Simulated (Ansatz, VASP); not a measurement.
## One calculation of B, two programs

```xyz
8
Lattice="-2.4958 2.4958 2.4958 2.4958 -2.4958 2.4958 2.4958 2.4958 -2.4958" Properties=species:S:1:pos:R:3 pbc="T T T"
B     0.6239    0.6239    0.6239
B    -0.6239    1.8719    0.6239
B     0.6239   -0.6239    1.8719
B     1.8719    0.6239   -0.6239
B     1.8719    1.8719    1.8719
B     0.6239    3.1197   -0.6239
B    -0.6239    0.6239    3.1197
B     3.1197   -0.6239    0.6239
```

Alike in both runs: functional PBE; k mesh 6 × 6 × 6; occupations gaussian, width 0.1 eV; no spin polarisation.

Ansatz relaxed the structure, and its values are those at the end. VASP's run is a single point on that final structure, the one shown.

|  | VASP | Ansatz |
| --- | --- | --- |
| version | VASP 6.6.1 | Ansatz 0.2.0 |
| potentials or method | VASP PAW PBE potentials, release 64 (B) | scalar-relativistic, plane waves, PAW |
| plane-wave cutoff (eV) | 520 | 420 |
| valence electrons in the cell | 24 | 24 |

|  | VASP | Ansatz | Ansatz less VASP |
| --- | --- | --- | --- |
| gap on the k mesh at the Fermi level (eV) | none | none | - |
| pressure (GPa) | 0.0 | 0.0 | 0.00 |

A gap of «none» marks a metal or a gap that the smearing closes.
